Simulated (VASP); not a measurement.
Write the native input for VASP 6.6.1 that does the following.

| Item | Value |
| --- | --- |
| Task | optical spectrum |
| Functional | PBE |
| Potentials or basis | VASP PAW PBE potentials, release 64 (Ag, Br) |
| Cutoff | 520 eV |
| k mesh | 8 × 8 × 8 |
| Occupations | gaussian, width 0.03 eV |
| Spin | no spin polarisation |
| Further INCAR settings | ALGO = Normal; EDIFF = 1e-06; NBANDS = 33 |

The structure of AgBr lies in POSCAR:

```
AgBr                                    
1.0
    0.0000000000      2.8363309760      2.8363309760
    2.8363309760      0.0000000000      2.8363309760
    2.8363309760      2.8363309760     -0.0000000000
  Ag              Br            
     1     1
Direct
     1.0000000000000000    0.0000000000000000    1.0000000000000000
     0.5000000000000000    0.5000000000000000    0.5000000000000000
```

The input as run:

INCAR

```
  ALGO = Normal
  CSHIFT = 0.05
  EDIFF = 1E-6
  ENCUT = 520
  GGA = PE
  ISIF = 2
  ISMEAR = 0
  LASPH = True
  LCHARG = False
  LOPTICS = True
  LREAL = False
  LWAVE = False
  NBANDS = 33
  NEDOS = 1000
  NELM = 80
  PREC = Accurate
  SIGMA = 0.03
```

KPOINTS

```
k-points
0
Gamma
  8 8 8
```

Potentials or basis: VASP PAW PBE potentials, release 64 (Ag, Br).

The run is started by

```bash
$ cat potpaw_PBE.64/Ag/POTCAR potpaw_PBE.64/Br/POTCAR > POTCAR
$ mpirun -np 1 vasp_std > vasp.out
```

It gave:

The pressure is 4.2 GPa and the band gap on the k mesh is 0.67 eV, indirect (least direct gap 2.73 eV).

Caveat: spectra need much finer meshes, so this one isn't converged; independent-particle spectra lack excitons.

It took 22 s on 1 thread of AMD EPYC 9R45 (Zen 5), with other jobs on the host, peak memory 0.18 GiB.
